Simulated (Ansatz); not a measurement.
The system is Co.

```
Co
1.0
    -1.41457    1.39291    1.39216
     1.44298   -1.37513    1.40278
     1.41127    1.37182   -1.37438
Co
1
Direct
  0.00000 0.00000 0.00000
```

This isn't the form of Co at room conditions, which is hcp.

The cell isn't the ideal one: cell sheared at random, sigma 0.01, atoms nudged by 0.01 Å.

Base run:

* Program: Ansatz 0.2.0
* Functional: PBE
* Potentials or basis: Ansatz PAW
* Cutoff: 420 eV (not typed: the program's choice for these potentials)
* k mesh: 11 × 11 × 11
* Occupations: fermi-dirac, width 0.05 eV
* Spin: collinear spin, ferromagnetic start
* Starting moments: [2.5] μB
* Fixed moment: 2.5 μB

Its results: pressure 17.9 GPa; site moments Co +2.42 μB.

**Question.** The run is repeated on the same cell with these changes: fixed moment from 2.5 μB to 2 μB; moments at the start from [2.5] to [2.0]. What comes out?

**Answer.** Pressure 5.8 GPa; site moments Co +2.03 μB.

Caveats: the total moment is fixed, so each spin has its own Fermi level; the thresholds are loose for stress.
